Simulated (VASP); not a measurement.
# Sb (Fm-3m) in VASP: a series of runs

Aim: see how the results for Sb move with the level of theory and the settings. Levels: PBEsol, PBE. Tasks: equation of state.

Everything below comes from runs of VASP 6.6.1. Logs are shortened: lines on timing, memory, paths and dates and some standing lists are left out, and cuts for length are marked.

**1. Starting point**

It takes space group Fm-3m (No. 225, cubic). Conventional cell: a = 4.742 Å, b = 4.742 Å, c = 4.742 Å, α = 90.00°, β = 90.00°, γ = 90.00°. Sb (site symmetry m-3m) has 12 Sb at 3.35 Å as nearest neighbours.

This isn't the form of Sb at room conditions, which is rhombohedral.

**2. Equation of state, PBEsol, 25.07 Å³/atom (volume scaled by 0.94)**

Input file INCAR:

```
SYSTEM = Sb
PREC     = Accurate       ! precision mode
ENCUT    = 520            ! plane-wave cutoff, eV
EDIFF    = 1E-7           ! SCF threshold, eV
ISMEAR   = -1             ! smearing method
SIGMA    = 0.05           ! smearing width, eV
LREAL    = .False.        ! projectors in reciprocal space
LASPH    = .True.         ! aspherical terms in the spheres
NELM     = 60             ! most SCF steps
ALGO     = Normal         ! electronic algorithm
ISIF     = 2              ! what is computed and relaxed
LWAVE    = .False.        ! write WAVECAR
LCHARG   = .False.        ! write CHGCAR
GGA      = PS             ! functional
NBANDS   = 8              ! bands
```

Input file KPOINTS:

```
Automatic mesh
0
Gamma
  10 10 10
  0 0 0
```

Input file POSCAR:

```
Sb
1.0
    0.0000000000      2.3228362346      2.3228362346
    2.3228362346      0.0000000000      2.3228362346
    2.3228362346      2.3228362346      0.0000000000
Sb
1
Direct
    0.0000000000      0.0000000000      0.0000000000
```

Potentials or basis: VASP PAW PBE potentials, release 64 (Sb).

Command:

```console
> cat potpaw_PBE.64/Sb/POTCAR > POTCAR
> mpirun -np 1 vasp_std > vasp.out
```

OUTCAR:

```text
SYSTEM = Sb
   PREC = Accurate
   ENCUT = 520
   EDIFF = 1E-7
   ISMEAR = -1
   LREAL = .False.
   LASPH = .True.
   NELM = 60
   ISIF = 2
   GGA = PS

 Found     47 irreducible k-points:

 Following reciprocal coordinates:
            Coordinates               Weight
  0.000000  0.000000  0.000000      1.000000
  0.100000  0.000000  0.000000      8.000000
  0.200000  0.000000  0.000000      8.000000
  0.300000  0.000000  0.000000      8.000000
  0.400000  0.000000  0.000000      8.000000
  0.500000  0.000000  0.000000      4.000000
   k-points           NKPTS =     47   k-points in BZ     NKDIM =     47   number of bands    NBANDS=      8
   number of dos      NEDOS =    301   number of ions     NIONS =      1
   total plane-waves  NPLWV =  13824
   dimension x,y,z NGX =    24 NGY =   24 NGZ =   24
   dimension x,y,z NGXF=    48 NGYF=   48 NGZF=   48
   ions per type =               1
   NGX,Y,Z   is equivalent  to a cutoff of  12.15, 12.15, 12.15 a.u.
   NGXF,Y,Z  is equivalent  to a cutoff of  24.29, 24.29, 24.29 a.u.
 SYSTEM =  Sb
   PREC   = accura    normal or accurate (medium, high low for compatibility)
   ISTART =      0    job   : 0-new  1-cont  2-samecut
   ICHARG =      2    charge: 1-file 2-atom 10-const
   ISPIN  =      1    spin polarized calculation?
   LNONCOLLINEAR =      F non collinear calculations
   LSORBIT =      F    spin-orbit coupling
   LASPH  =      T    aspherical Exc in radial PAW
   ENCUT  =  520.0 eV  38.22 Ry    6.18 a.u.   6.11  6.11  6.11*2*pi/ulx,y,z
   NELM   =     60;   NELMIN=  2; NELMDL= -5     # of ELM steps
   EDIFF  = 0.1E-06   stopping-criterion for ELM
   LREAL  =      F    real-space projection
   EDIFFG = 0.1E-05   stopping-criterion for IOM
   NSW    =      0    number of steps for IOM
   IBRION =     -1    ionic relax: 0-MD 1-quasi-New 2-CG
   NFREE  =      0    steps in history (QN), initial steepest desc. (CG)
   ISIF   =      2    stress and relaxation
   ISYM   =      2    0-nonsym 1-usesym 2-fastsym
   POTIM  = 0.5000    time-step for ionic-motion
   TEBEG  =    0.0;   TEEND  =   0.0 temperature during run
   PSTRESS=    0.0 pullay stress
   NELECT =       5.0000    total number of electrons
   NUPDOWN=      -1.0000    fix difference up-down
   EMIN   =  10.00;   EMAX   =-10.00  energy-range for DOS
   EFERMI =   0.00;   METHOD = LEGACY
   ISMEAR =    -1;   SIGMA  =   0.05  broadening in eV -4-tet -1-fermi 0-gaus
   EFERMI_NEDOS =   21; number of points for ismear=-14 and -15
   IALGO  =     38    algorithm
   IMIX   =      4    mixing-type and parameters
     AMIX     =   0.40;   BMIX     =  1.00
     AMIX_MAG =   1.60;   BMIX_MAG =  1.00
  volume/ion in A,a.u.               =      25.07       169.15
  Fermi-wavevector in a.u.,A,eV,Ry     =   0.956539  1.807598 12.448893  0.914968
  Thomas-Fermi vector in A             =   2.085477
   LORBIT       =      0    0 simple, 1 ext, 2 COOP (PROOUT), +10 PAW based schemes
   GGA     = PS    functional components
   LHFCALC =     F    Hartree Fock is set to
   AEXX    =    0.0000 exact exchange contribution
   IVDW    =     0    specifies the selected vdW correction
   LEPSILON=     F    determine dielectric tensor
   LRPA    =     F    only Hartree local field effects (RPA)
 non-spin polarized calculation
  energy-cutoff  :      520.00
  volume of cell :       25.07
 maximum number of plane-waves:       692
   NGX = 13   NGY = 13   NGZ = 13

 number of electron       5.0000000 magnetization

 Free energy of the ion-electron system (eV)
  ---------------------------------------------------
  ext. energy  EPLUGINS =         0.00000000
  ---------------------------------------------------
  free energy    TOTEN  =        -4.28983509 eV

  energy without entropy =       -4.28354919  energy(sigma->0) =       -4.28669214

 E-fermi :   9.3037     XC(G=0): -10.6476

 val. band max:        9.3030362493   @ k =  -0.2000   0.2000   0.0000
 cond. band min:       9.3223003403   @ k =   0.5000   0.4000   0.1000
 fundamental gap:      0.0192640910
 Fermi energy:         9.3036622881

 k-point     1 :       0.0000    0.0000    0.0000
  band No.  band energies     occupation
      1      -4.1849      2.00000
      2      15.1934      0.00000
      3      15.1934      0.00000
      4      15.1934      0.00000
      5      19.5703      0.00000
      6      19.5703      0.00000
      7      19.5703      0.00000
      8      19.5817      0.00000

 k-point     2 :       0.1000    0.0000    0.0000
  band No.  band energies     occupation
      1      -3.9731      2.00000
      2      13.3139      0.00000
      3      14.9049      0.00000
      4      14.9049      0.00000
      5      18.4213      0.00000
      6      20.0281      0.00000
      7      20.0281      0.00000
      8      21.8869      0.00000

 k-point     3 :       0.2000    0.0000    0.0000
  band No.  band energies     occupation
      1      -3.3410      2.00000
      2      10.1204      0.00000
      3      14.3258      0.00000
      4      14.3258      0.00000
      5      17.9701      0.00000
      6      20.4023      0.00000
      7      20.4023      0.00000
      8      21.8856      0.00000

 k-point     4 :       0.3000    0.0000    0.0000
  band No.  band energies     occupation
      1      -2.3078      2.00000
      2       7.0378      2.00000
      3      13.7920      0.00000
      4      13.7920      0.00000
      5      17.7914      0.00000
      6      19.5601      0.00000
      7      19.5601      0.00000
      8      20.4966      0.00000

 k-point     5 :       0.4000    0.0000    0.0000
  band No.  band energies     occupation
      1      -0.9673      2.00000
      2       4.4192      2.00000
      3      13.4407      0.00000
      4      13.4407      0.00000
      5      17.8606      0.00000
      6      18.8837      0.00000
      7      18.8837      0.00000
      8      19.4409      0.00000

 k-point     6 :       0.5000    0.0000    0.0000
  band No.  band energies     occupation
      1      -0.0181      2.00000
      2       3.0376      2.00000
      3      13.3196      0.00000
      4      13.3196      0.00000
      5      18.0018      0.00000
      6      18.6469      0.00000
      7      18.6469      0.00000
      8      18.9673      0.00000

 [... further k-points ...]

------------------------ aborting loop because EDIFF is reached ----------------------------------------

  FORCE on cell =-STRESS in cart. coord.  units (eV):
  Direction    XX          YY          ZZ          XY          YZ          ZX
  --------------------------------------------------------------------------------------
  -------------------------------------------------------------------------------------
  Total        0.4585045      0.4585045      0.4585045     -0.0000000      0.0000000      0.0000000
  in kB       29.3068017     29.3068017     29.3068017     -0.0000000      0.0000000      0.0000000
  external PRESSURE =      29.3068017 kB  Pullay stress =       0.0000000 kB

 VOLUME and BASIS-vectors are now :
 -----------------------------------------------------------------------------
  energy-cutoff  :      520.00
  volume of cell :       25.07
      direct lattice vectors                 reciprocal lattice vectors
     0.000000000  2.322836235  2.322836235    -0.215254090  0.215254090  0.215254090
     2.322836235  0.000000000  2.322836235     0.215254090 -0.215254090  0.215254090
     2.322836235  2.322836235  0.000000000     0.215254090  0.215254090 -0.215254090

 POSITION                                       TOTAL-FORCE (eV/Angst)
 -----------------------------------------------------------------------------------
      0.00000      0.00000      0.00000         0.000000      0.000000      0.000000
 -----------------------------------------------------------------------------------
    total drift:                               -0.000000      0.000000     -0.000000

  FREE ENERGIE OF THE ION-ELECTRON SYSTEM (eV)
  ---------------------------------------------------
  free  energy   TOTEN  =        -4.2898350882 eV

  energy  without entropy=       -4.2835491908  energy(sigma->0) =       -4.28669214
```

It took 5.8 s on 1 thread of Intel Xeon Platinum 8259CL at 2.50GHz (Skylake/Cascade Lake), shared host; peak memory 0.14 GiB.

What came out:

```
Free energy            : -4.2898 eV
Pressure               : 2.9 GPa
Band gap on the k mesh : none (metal or under the smearing width)
```

Caveat: the PAW data sets were made with another functional, which shifts forces and pressure a little.

**3. Equation of state, PBEsol, 25.60 Å³/atom (volume scaled by 0.96)**

INCAR is that of step 2.

KPOINTS is that of step 2.

Input file POSCAR:

```
Sb
1.0
    0.0000000000      2.3391947752      2.3391947752
    2.3391947752      0.0000000000      2.3391947752
    2.3391947752      2.3391947752      0.0000000000
Sb
1
Direct
    0.0000000000      0.0000000000      0.0000000000
```

Potentials or basis: VASP PAW PBE potentials, release 64 (Sb).

Command:

```console
> cat potpaw_PBE.64/Sb/POTCAR > POTCAR
> mpirun -np 1 vasp_std > vasp.out
```

Wall time 9 s (1 thread of Intel Xeon Platinum 8259CL at 2.50GHz (Skylake/Cascade Lake), shared host); peak memory 0.16 GiB.

The run converged. Its results:

* Free energy: -4.2969 eV
* Pressure: 1.4 GPa
* Band gap on the k mesh: none (metal or under the smearing width)

Caveat: the PAW data sets were made with another functional, which shifts forces and pressure a little.

**4. Equation of state, PBEsol, 26.13 Å³/atom (volume scaled by 0.98)**

INCAR is that of step 3.

KPOINTS is that of step 3.

Input file POSCAR:

```
Sb
1.0
    0.0000000000      2.3553276627      2.3553276627
    2.3553276627      0.0000000000      2.3553276627
    2.3553276627      2.3553276627      0.0000000000
Sb
1
Direct
    0.0000000000      0.0000000000      0.0000000000
```

Command:

```console
> cat potpaw_PBE.64/Sb/POTCAR > POTCAR
> mpirun -np 1 vasp_std > vasp.out
```

It took 10 s on 1 thread of Intel Xeon Platinum 8259CL at 2.50GHz (Skylake/Cascade Lake), shared host; peak memory 0.15 GiB.

The run converged. Its results:

- Free energy: -4.2992 eV
- Pressure: 0.0 GPa
- Band gap on the k mesh: none (metal or under the smearing width)

Caveat: the PAW data sets were made with another functional, which shifts forces and pressure a little.

(Continued in part 2 of 2.)
